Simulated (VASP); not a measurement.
A run of VASP 6.6.1 is set up as follows.

Contents of INCAR:

```
PREC     = Accurate       # precision mode
ENCUT    = 520            # plane-wave cutoff, eV
EDIFF    = 1E-7           # SCF threshold, eV
ISMEAR   = 0              # smearing method
SIGMA    = 0.1            # smearing width, eV
LREAL    = F              # projectors in reciprocal space
LASPH    = T              # aspherical terms in the spheres
NELM     = 100            # most SCF steps
ALGO     = Fast           # electronic algorithm
ISIF     = 2              # what is computed and relaxed
LWAVE    = F              # write WAVECAR
LCHARG   = F              # write CHGCAR
GGA      = PE             # functional
NBANDS   = 14             # bands
```

File KPOINTS:

```
regular mesh
0
Gamma
  12 12 12
```

Contents of POSCAR:

```
As
1.0
   -2.6072613177      2.6072613177      2.6072613177
    2.6072613177     -2.6072613177      2.6072613177
    2.6072613177      2.6072613177     -2.6072613177
As
3
Direct
    0.0000000000      0.5000000000      0.5000000000
    0.5000000000      0.0000000000      0.5000000000
    0.5000000000      0.5000000000      0.0000000000
```

Potentials or basis: VASP PAW PBE potentials, release 64 (As).

Run with:

```bash
$ cat potpaw_PBE.64/As/POTCAR > POTCAR
$ mpirun -np 1 vasp_std > vasp.out
```

Estimate the pressure.

0.1 GPa.

What does it give for the band gap on the k mesh?

None (metal or under the smearing width).
